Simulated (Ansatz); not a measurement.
C

```
C
1.0
     0.00000    1.78340    1.78340
     1.78340    0.00000    1.78340
     1.78340    1.78340    0.00000
C
2
Cartesian
  1.7834 1.7834 1.7834
  2.6751 2.6751 2.6751
```

Atoms are numbered in the order listed.

The cell is COD entry 9008564, as deposited and not checked against the literature; nothing was relaxed.

The calculation used DFT, PBE, all-electron LAPW, scalar-relativistic (Ansatz 0.2.0).

Numerical set-up: a Γ-centred 20×20×20 k mesh, Fermi–Dirac smearing of 0.08 eV, basis error target 0.5 meV/atom, no spin polarisation.

| Property | Result |
| --- | --- |
| Pressure at this cell | 1.73 GPa |
| Volume per atom | 5.67 Å³ |

Question: Give the computed value. Band gap.

Answer: 4.14 eV, indirect from Γ to the line Γ–X (0.5, 0, 0.5).

Question: Give the computed value. Smallest direct gap on the path.

Answer: 5.60 eV.
